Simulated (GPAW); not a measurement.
Runs of GPAW 26.7.0 on Li. The structure is cubic, space group Im-3m (No. 229). The conventional cell has a = 3.509 Å, b = 3.509 Å, c = 3.509 Å, α = 90.00°, β = 90.00°, γ = 90.00°. Li (site symmetry m-3m) is surrounded by 8 Li at 3.04 Å. 

| task | level | potentials or basis | cell | k mesh | cutoff (eV) | smearing | eigensolver | optimizer | fmax | max steps | target pressure | mesh quality | gap on the mesh (eV) | pressure (GPa) | relaxed volume (Å³/atom) |
| --- | --- | --- | --- | --- | --- | --- | --- | --- | --- | --- | --- | --- | --- | --- | --- |
| single point | LDA | the program's PAW data sets (release 1.2.1) made for this functional, pw | as given | 11 × 11 × 11 | 800 | gaussian 0.05 eV | - | - | - | - | - | not flagged | none | -1.5 | - |
| relaxation of cell and atoms | BLYP+D4 | PAW data sets generated in the run's folder for this functional, pw | relaxed to 5 GPa | 11 × 11 × 11 | 800 | fermi-dirac 0.05 eV | davidson | LBFGS | 0.02 eV/Å | 40 | 5 GPa | not flagged | none | 4.8 | - |
| relaxation of cell and atoms | RPBE+D3(BJ) | the program's PAW data sets (release 1.2.1) made for this functional, pw | relaxed | 11 × 11 × 11 | 800 | fermi-dirac 0.05 eV | - | FIRE | 0.05 eV/Å | 40 | - | not flagged | none | 0.5 | - |
| band structure | mBEEF | GPAW PAW data sets (gpaw-data 1.2.1), pw | as given | 11 × 11 × 11 | 800 | fermi-dirac 0.05 eV | - | - | - | - | - | not flagged | - | -1.2 | - |
| relaxation of cell and atoms | revPBE+D3(BJ) | the program's PAW data sets (release 1.2.1) made for this functional, pw | relaxed | 11 × 11 × 11 | 800 | fermi-dirac 0.05 eV | - | FIRE | 0.01 eV/Å | 100 | - | not flagged | none | 0.1 | 17.44 |
| relaxation of cell and atoms | RPBE+D4 | the program's PAW data sets (release 1.2.1) made for this functional, pw | relaxed to 10 GPa | 11 × 11 × 11 | 800 | fermi-dirac 0.05 eV | - | FIRE | 0.02 eV/Å | 60 | 10 GPa | not flagged | none | 9.8 | - |
| one-shot levels on a semilocal density | LDA | the program's PAW data sets (release 1.2.1) made for this functional, pw | as given | 7 × 7 × 7 | 600 | fermi-dirac 0.05 eV | - | - | - | - | - | coarse | none | -1.5 | - |
| relaxation of cell and atoms | revPBE+D4 | the program's PAW data sets (release 1.2.1) made for this functional, pw | relaxed to -2 GPa | 11 × 11 × 11 | 800 | fermi-dirac 0.05 eV | - | LBFGS | 0.05 eV/Å | 100 | -2 GPa | not flagged | none | -1.8 | - |
| single point | LDA | the program's PAW data sets (release 1.2.1) made for this functional, pw | as given | 11 × 11 × 11 | 800 | gaussian 0.02 eV | - | - | - | - | - | not flagged | none | -1.5 | - |
| relaxation of cell and atoms | PBEsol+D4 | PAW data sets generated in the run's folder for this functional, pw | relaxed | 11 × 11 × 11 | 800 | fermi-dirac 0.05 eV | - | BFGS | 0.02 eV/Å | 60 | - | not flagged | none | 0.0 | (a) |
| relaxation of cell and atoms | BLYP+D3(BJ) | PAW data sets generated in the run's folder for this functional, pw | relaxed | 11 × 11 × 11 | 800 | fermi-dirac 0.05 eV | davidson | LBFGS | 0.01 eV/Å | 60 | - | not flagged | none | 0.0 | 15.77 |

Alike in all rows: no spin polarisation.

**Question.** Fill in the values left out.

**Answer.** (a) 20.09.

Caveats: some runs use coarse meshes; later steps reuse the first step's grids (some runs); pairwise dispersion overbinds metals, which lowers pressure and volume (some runs); the volume moved by over 15 % at a fixed basis, so the end points are rough (some runs); the volume moved by -45 % from the deposited cell, more than functionals usually miss (some runs); the PAW data sets were made with another functional, which shifts forces and pressure a little (some runs); the volume moved by -19 % from the deposited cell, more than functionals usually miss (some runs); the cutoff is short for stress and forces, so pressures can be off by a GPa or more (some runs).

A gap of «none» marks a metal or a gap under the smearing width.

Runs at the PBE level aren't shown here.
